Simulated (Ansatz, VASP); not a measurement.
# One calculation of SiC3, two programs

File POSCAR:

```
SiC3
1.0
    2.7964006865      0.0000000000      0.0000000000
    0.0000000000      2.7964006865      0.0000000000
    0.0000000000      0.0000000000      4.0900436056
C Si
3 1
Direct
    0.5000000000      0.0000000000      0.7862689763
    0.5000000000      0.5000000000      0.0000000000
    0.0000000000      0.5000000000      0.2137310237
    0.0000000000      0.0000000000      0.5000000000
```

Contents of INCAR.step1:

```
ALGO = Normal
EDIFF = 1E-5
ENCUT = 520
GGA = PE
ISIF = 2
ISMEAR = 0
LASPH = T
LCHARG = F
LREAL = F
LWAVE = T
NBANDS = 16
NELM = 100
PREC = Accurate
SIGMA = 0.01
```

File INCAR.step2:

```
AEXX = 0.25
ALGO = Normal
EDIFF = 1E-6
ENCUT = 520
GGA = PE
HFRCUT = -1
ISIF = 2
ISMEAR = 0
ISTART = 1
LASPH = T
LCHARG = F
LHFCALC = T
LREAL = F
LWAVE = F
NBANDS = 16
NELM = 100
PREC = Accurate
PRECFOCK = Normal
SIGMA = 0.01
```

File KPOINTS:

```
k-points
0
Gamma
  6 6 4
```

Input for Ansatz:

```yaml
crystal:
  lattice:
    - [2.7964006865, 0.0, 0.0]
    - [0.0, 2.7964006865, 0.0]
    - [0.0, 0.0, 4.0900436056]
  atoms:
    - { symbol: C, position: [0.5, 0.0, 0.7862689763] }
    - { symbol: C, position: [0.5, 0.5, 0.0] }
    - { symbol: C, position: [0.0, 0.5, 0.2137310237] }
    - { symbol: Si, position: [0.0, 0.0, 0.5] }
kpoints:
  mp_grid: { grid: [6, 6, 4] }
  band_path:
    path:
      - [0.0, 0.0, 0.0]
      - [0.0, 0.5, 0.0]
      - [0.5, 0.5, 0.0]
      - [0.0, 0.0, 0.5]
      - [0.0, 0.5, 0.5]
      - [0.5, 0.5, 0.5]
      - [-0.003906, 0.0, 0.0]
      - [0.424479, 0.424479, 0.0]
    npoints: 1
hamiltonian:
  xc: pbe0
scf:
  occupations: { method: fixed }
  n_extra_bands: 5
output:
  forces: true
  stress: true
  eigenvalues: true
```

Alike in both runs: task single point; functional PBE0; k mesh 6 × 6 × 4; no spin polarisation.

```csv
,VASP,Ansatz
version,VASP 6.6.1,Ansatz 0.2.0
potentials or method,"VASP PAW PBE potentials, release 64 (C, Si)","plane waves, PAW"
plane-wave cutoff (eV),520,420
occupations,"gaussian, width 0.01 eV",fixed
valence electrons in the cell,16,16
```

```csv
,VASP,Ansatz,Ansatz less VASP
gap on the k mesh at the Fermi level (eV),3.35,3.34,-0.009
pressure (GPa),-3.6,-3.4,+0.26
largest component of the traceless stress (GPa),0.18,0.06,-0.125
rms of the force components (eV/Å),0.100,0.119,+0.0184
```

Atom by atom the forces differ by 0.018 eV/Å (rms over components). Ansatz warned: «stress_exchange_threshold_loose».

Caveats: the PAW data sets were made with another functional, which shifts forces and pressure a little (VASP). A k mesh can miss the band edges.
